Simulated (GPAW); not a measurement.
Br, 4 atoms in the cell. It takes space group Cmce (No. 64, orthorhombic). Conventional cell: a = 6.726 Å, b = 4.645 Å, c = 8.702 Å, α = 90.00°, β = 90.00°, γ = 90.00°. Br (site symmetry m) is surrounded by 1 Br at 2.29 Å. 

| Item | Value |
| --- | --- |
| Program | GPAW 26.7.0 |
| Task | dielectric tensor |
| Functional | LDA |
| Potentials or basis | the program's PAW data sets (release 1.2.1) made for this functional |
| Cutoff | 450 eV |
| Basis | pw |
| k mesh | 6 × 6 × 3 |
| Occupations | fermi-dirac, width 0.001 eV |
| Spin | no spin polarisation |
| Response ecut | 80 eV |
| Maxiter | 150 |
| Response k mesh | 11 × 11 × 5 |
| Response bands | 54 |
| Kernels | ["RPA", "LR0.1", "LR0.3"] |
| Coarser k mesh | 8 × 8 × 4 |

Potentials or basis: the program's PAW data sets (release 1.2.1) made for this functional, pw.

The run is started by

```sh
$ OMP_NUM_THREADS=1 python run.py
```

Hardware: 1 thread of Arm Neoverse V2, with other jobs on the host.

Task: Estimate the wall time of this run.

Result: It took 12 min on 1 thread of Arm Neoverse V2, with other jobs on the host, peak memory 1.1 GiB. Counts: scf iterations 37, plane waves 2963, bands 26, k points 34.
